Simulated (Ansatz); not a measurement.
## Relaxation of Sc$_{2}$Al

Computed with DFT r2SCAN, scalar-relativistic, plane waves, PAW in Ansatz. (500 eV cutoff, 12×12×6 k-mesh, Gaussian smearing of 0.10 eV, no spin polarisation)

What was changed: uniaxial strain along c, with a, b and atoms relaxed: -1.0 %.

Command:

```bash
ansatz run input.yaml --threads 1 --pin off --max-ram 2560MiB --backend cpu --events-out ev --progress --plain --runs-dir out
```

Input:

```yaml
crystal:
  lattice:
    - [4.9002485956, 0.0, 0.0]
    - [-2.4501242978, 4.2437397686, 0.0]
    - [0.0, 0.0, 6.1016905183]
  atoms:
    - { symbol: Sc, position: [0.0, 0.0, 0.0] }
    - { symbol: Sc, position: [0.0, 0.0, 0.5] }
    - { symbol: Sc, position: [0.3333333333, 0.6666666667, 0.75] }
    - { symbol: Sc, position: [0.6666666667, 0.3333333333, 0.25] }
    - { symbol: Al, position: [0.3333333333, 0.6666666667, 0.25] }
    - { symbol: Al, position: [0.6666666667, 0.3333333333, 0.75] }
basis:
  ecutwfc: 500
kpoints:
  mp_grid: { grid: [12, 12, 6] }
hamiltonian:
  xc: r2scan
scf:
  occupations: { method: gaussian, width: 0.1 }
output:
  forces: true
  stress: true
  eigenvalues: true
relax:
  adjacent_minimum: "off"
  f_tol: 0.008
  max_steps: 40
  cell: { stress_tol: 0.015, fix: [c, angles] }
```

F is the free energy. Steps run on the plane waves of an earlier cell, but the last one, and at times one on the way, on a freshly chosen basis, so a repeated geometry can differ a little in energy. The held parts of the cell keep their stress, so P needn't end at zero.

Steps:

```tsv
step	F − F(1) (eV)	largest force component (eV/Å)	V (Å³/atom)	P (GPa)
1	0.0000	0.000	21.148	0.30
2	-0.0003	0.000	21.073	0.58
3	-0.0003	0.000	21.103	0.47
4	-0.0002	0.000	21.103	0.47
```

Relaxed structure:

```xyz
6
Lattice="4.8950 0.0000 0.0000 -2.4475 4.2392 0.0000 0.0000 0.0000 6.1017" Properties=species:S:1:pos:R:3 pbc="T T T"
Sc    0.0000    0.0000    0.0000
Sc    0.0000    0.0000    3.0508
Sc    0.0000    2.8261    4.5763
Sc    2.4475    1.4131    1.5254
Al    0.0000    2.8261    1.5254
Al    2.4475    1.4131    4.5763
```

The structure is hexagonal, space group P6_3/mmc (No. 194). Conventional cell: a = 4.895 Å, b = 4.895 Å, c = 6.102 Å, α = 90.00°, β = 90.00°, γ = 120.00°. Sc (site symmetry -3m) has 8 Sc at 3.05 to 3.21 Å and 6 Al at 3.21 Å as nearest neighbours. Sc (site symmetry -6m2) is surrounded by 5 Al at 2.83 to 3.05 Å and 6 Sc at 3.21 Å. Al (site symmetry -6m2) is surrounded by 11 Sc at 2.83 to 3.21 Å.

The run converged. The run took 5.9 min on 1 thread of Arm Neoverse V1, on a shared host, peak memory 1 GiB.